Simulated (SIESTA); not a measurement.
**TiO2 under changes of volume**

One of the cells (11.711 Å³/atom); the others are scaled copies at fixed shape and fractional positions:

```
Ti O
1.0
     2.70603   -2.70666    0.00000
     2.70603    2.70666    0.00000
    -2.63353    0.00000    4.79664
Ti O
2 4
Direct
  0.86589 0.13411 0.75000
  0.13411 0.86589 0.25000
  0.08876 0.33122 0.16715
  0.91124 0.66878 0.83285
  0.66878 0.91124 0.33285
  0.33122 0.08876 0.66715
```

The cell is a database's computed one.

| Item | Value |
| --- | --- |
| Program | SIESTA 5.4.2 |
| Functional | PBEsol |
| Potentials or basis | PseudoDojo 0.4 standard (PBEsol files) |
| Basis | DZP (energy shift 0.003 Ry; two zetas on semicore shells) |
| Grid cutoff | 800 Ry |
| Energy shift | 0.003 Ry |
| k mesh | 6 × 6 × 4 |
| Occupations | fermi-dirac, width 0.05 eV |
| Spin | no spin polarisation |

```tsv
volume (Å³/atom)	energy over the lowest point (meV/atom)	pressure (GPa)	gap on the mesh (eV)	largest force (eV/Å)
11.008	14.69	10.2	2.04	0.247
11.242	3.70	4.9	2.00	0.103
11.476	0.00	0.2	1.96	0.064
11.711	2.76	-4.0	1.92	0.155
11.945	?	?	?	?
12.179	25.29	-11.2	1.85	0.376
12.413	43.92	-14.2	1.81	0.471
```

Question: What does the run at 11.945 Å³/atom give?

Answer: Energy over the lowest point 11.38 meV/atom; pressure -7.8 GPa; gap on the mesh 1.88 eV; largest force 0.271 eV/Å.

Worked out: A Birch-Murnaghan fit of order 3 (a polynomial in V^(-2/3)) to the other rows has its minimum at 11.49 Å³/atom with B0 = V·E''(V) = 217 GPa and B' = 4.2 at fixed shape and positions, which overstates the stiffness. It gives 11.40 meV/atom at 11.945 Å³/atom, against the run's 11.38, and -dE/dV = -7.8 GPa, against -7.8. A straight line through the other rows of the gap, of slope -1.9 eV per unit of ln V, gives 1.88 eV, against the run's 1.88.

Energies are extrapolated to zero smearing.

Caveats: the basis of atomic orbitals isn't converged, which shifts pressures, moduli and gaps.

A mesh can miss the band edges.
